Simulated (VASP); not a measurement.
Runs of VASP 6.6.1 on Ga11P12 (a cell with a defect). The cell holds a defect, 23 atoms: a = 11.562 Å, b = 7.708 Å, c = 7.708 Å, α = 60.00°, β = 60.00°, γ = 60.00°. 

| task | spin | fixed moment (μB) | cell | gap on the mesh (eV) | pressure (GPa) | moment (μB) | largest force (eV/Å) |
| --- | --- | --- | --- | --- | --- | --- | --- |
| relaxation of the atoms | collinear, ferromagnetic start | - | atoms relaxed | none | -2.1 | 0.25 | 0.03 |
| single point | collinear, ferromagnetic start | - | as given | none | -1.6 | 0.26 | 0.42 |
| single point | off | - | as given | none | -1.6 | - | 0.42 |
| single point | collinear, ferromagnetic start | 1 | as given | - | -1.6 | 1.00 | (a) |

Alike in all rows: level PBEsol; potentials or basis VASP PAW PBE potentials, release 64 (Ga_d, P); k mesh 2 × 2 × 2; cutoff (eV) 350; smearing gaussian 0.03 eV; the mesh is coarse, so values aren't converged.

Problem. Estimate the missing entries.

Solution. (a) 0.31.

Caveats: all runs use coarse meshes; the cutoff is under 1.25 times the usual one of these potentials, so pressure, stress and relaxed cells hold a basis-set (Pulay) error; the PAW data sets were made with another functional, which shifts forces and pressure a little; the total moment is fixed, so each spin has its own Fermi level (some runs).

A k mesh can miss the band edges, and the runs leave out spin-orbit coupling on Ga.

A gap of «none» marks a metal or a gap under the smearing width.
